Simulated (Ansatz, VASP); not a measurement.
## TlBr2 in VASP and in Ansatz

The input POSCAR:

```
TlBr2
1.0
    2.0598597864      1.1892606022      6.2213034935
   -2.0598597864      1.1892606022      6.2213034935
    0.0000000000     -2.3785212043      6.2213034935
Tl Br
1 2
Direct
    0.0000000000      0.0000000000      0.0000000000
    0.7500000000      0.7500000000      0.7500000000
    0.2500000000      0.2500000000      0.2500000000
```

Contents of INCAR.step1:

```
PREC = Accurate
ENCUT = 520
ISMEAR = 0
SIGMA = 0.1
LREAL = F
LASPH = T
NELM = 60
NBANDS = 20
GGA = PE
ALGO = Normal
EDIFF = 1E-4
LWAVE = T
LCHARG = F
```

INCAR.step2

```
PREC = Accurate
ENCUT = 520
EDIFF = 1E-6
ISMEAR = 0
SIGMA = 0.1
LREAL = F
LASPH = T
NELM = 60
ALGO = Normal
ISIF = 2
LWAVE = F
LCHARG = T
METAGGA = R2SCAN
LMIXTAU = T
LELF = T
LVHAR = T
NBANDS = 20
ISTART = 1
```

KPOINTS

```
Automatic mesh
0
Gamma
  6 6 6
```

Input for Ansatz:

```yaml
crystal:
  lattice:
    - [2.0598597864, 1.1892606022, 6.2213034935]
    - [-2.0598597864, 1.1892606022, 6.2213034935]
    - [0.0, -2.3785212043, 6.2213034935]
  atoms:
    - { symbol: Tl, position: [0.0, 0.0, 0.0] }
    - { symbol: Br, position: [0.75, 0.75, 0.75] }
    - { symbol: Br, position: [0.25, 0.25, 0.25] }
basis:
  ecutwfc: 500
kpoints:
  mp_grid: { grid: [6, 6, 6] }
hamiltonian:
  xc: r2scan
scf:
  occupations: { method: gaussian, width: 0.1 }
  lower_state_search: "off"
output:
  forces: true
  stress: true
  eigenvalues: true
```

Alike in both runs: task single point; functional r2SCAN; k mesh 6 × 6 × 6; occupations gaussian, width 0.1 eV; no spin polarisation.

|  | VASP | Ansatz |
| --- | --- | --- |
| version | VASP 6.6.1 | Ansatz 0.2.0 |
| potentials or method | VASP PAW PBE potentials, release 64 (Tl_d, Br) | scalar-relativistic, plane waves, PAW |
| plane-wave cutoff (eV) | 520 | 500 |
| valence electrons in the cell | 27 | 27 |

Ansatz gave:

```
gap on the k mesh at the Fermi level (eV)       : none
pressure (GPa)                                  : 6.4
largest component of the traceless stress (GPa) : 0.40
rms of the force components (eV/Å)              : 0.537
```

Task: What did VASP give for the same quantities?

Result: gap on the k mesh at the Fermi level (eV): none; pressure (GPa): 6.4; largest component of the traceless stress (GPa): 0.41; rms of the force components (eV/Å): 0.541.

Atom by atom the forces differ by 0.003 eV/Å (rms over components). A gap of «none» marks a metal or a gap that the smearing closes. The functional is the same, so the differences come from potentials, cutoffs and numerics.

Caveats: the PAW data sets were made with another functional, which shifts forces and pressure a little (VASP); an odd number of electrons without spin polarisation forces a metal; a magnetic or distorted state may lie lower. Spin-orbit coupling is left out, which matters for the levels of Tl.
